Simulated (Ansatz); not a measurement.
# C (Diamond): the cost of one run

Method: DFT PBEsol, scalar-relativistic, plane waves, PAW, in Ansatz 0.2.0.

### 1 Starting point

The structure is cubic, space group Fd-3m (No. 227). Conventional cell: a = 3.554 Å, b = 3.554 Å, c = 3.554 Å, α = 90.00°, β = 90.00°, γ = 90.00°. Around C (site symmetry -43m) lie 4 C at 1.54 Å.

As a file:

```cif
data_structure
_symmetry_space_group_name_H-M 'Fd-3m:1'
_symmetry_Int_Tables_number 227
_cell_length_a 3.5538
_cell_length_b 3.5538
_cell_length_c 3.5538
_cell_angle_alpha 90.000
_cell_angle_beta 90.000
_cell_angle_gamma 90.000
_cell_volume 44.88
loop_
_atom_site_label
_atom_site_type_symbol
_atom_site_symmetry_multiplicity
_atom_site_Wyckoff_symbol
_atom_site_fract_x
_atom_site_fract_y
_atom_site_fract_z
_atom_site_occupancy
C1 C 8 b 0.00000 0.00000 0.50000 1
```

It is the result of an earlier relaxation at this level (volume 5.61 Å³/atom; gap on the mesh: 4.07 eV).

Bulk energy on matching settings, from an earlier run: -246.6680 eV/atom.

### 2 The (111) slab

Miller indices refer to the conventional cell of the relaxed bulk, Fd-3m (No. 227): a = 3.554 Å, b = 3.554 Å, c = 3.554 Å, α = 90.00°, β = 90.00°, γ = 90.00°.

The slab is a (111) slab, 12.8 Å thick as cut, with 15 Å of vacuum; its outer planes are C (top) and C (bottom).

The slab as cut. Layers, bottom to top:

| plane | atoms per cell | height over the lowest (Å) |
| --- | --- | --- |
| 1 | C | 0.00 |
| 2 | C | 0.51 |
| 3 | C | 2.05 |
| 4 | C | 2.56 |
| 5 | C | 4.10 |
| 6 | C | 4.62 |
| 7 | C | 6.16 |
| 8 | C | 6.67 |
| 9 | C | 8.21 |
| 10 | C | 8.72 |
| 11 | C | 10.26 |
| 12 | C | 10.77 |
| 13 | C | 12.31 |
| 14 | C | 12.82 |

### 3 The slab as cut, atoms at the bulk's places

A dipole layer in the vacuum cancels the field that periodic copies would set up if the slab's two faces differ.

input.yaml reads:

```yaml
crystal:
  lattice:
    - [2.5129226036, 0.0, 0.0]
    - [-1.2564613018, 2.1762548125, 0.0]
    - [0.0, 0.0, 27.8237044624]
  atoms:
    - { symbol: C, position: [0.0, 0.0, 0.2695543295] }
    - { symbol: C, position: [0.6666666667, 0.3333333333, 0.2879899831] }
    - { symbol: C, position: [0.6666666667, 0.3333333333, 0.343296944] }
    - { symbol: C, position: [0.3333333333, 0.6666666667, 0.3617325977] }
    - { symbol: C, position: [0.3333333333, 0.6666666667, 0.4170395586] }
    - { symbol: C, position: [0.0, 0.0, 0.4354752123] }
    - { symbol: C, position: [0.0, 0.0, 0.4907821732] }
    - { symbol: C, position: [0.6666666667, 0.3333333333, 0.5092178268] }
    - { symbol: C, position: [0.6666666667, 0.3333333333, 0.5645247877] }
    - { symbol: C, position: [0.3333333333, 0.6666666667, 0.5829604414] }
    - { symbol: C, position: [0.3333333333, 0.6666666667, 0.6382674023] }
    - { symbol: C, position: [0.0, 0.0, 0.656703056] }
    - { symbol: C, position: [0.0, 0.0, 0.7120100169] }
    - { symbol: C, position: [0.6666666667, 0.3333333333, 0.7304456705] }
basis:
  ecutwfc: 420
kpoints:
  mp_grid: { grid: [12, 12, 1] }
hamiltonian:
  xc: pbesol
scf:
  occupations: { method: gaussian, width: 0.05 }
output:
  forces: true
  stress: true
  eigenvalues: true
  write_density: true
  write_potential: true
  elf: true
  volumetric_format: npy
efield:
  axis: 3
  dipole_correction: true
```

Run with:

```
ansatz run input.yaml --threads 1 --pin off --max-ram 2560MiB --backend cpu --events-out ev --progress --plain --runs-dir out
```

What time and memory should one allow on 1 thread of Arm Neoverse V2, shared host?

About 23 s, with a peak of 0.37 GiB.
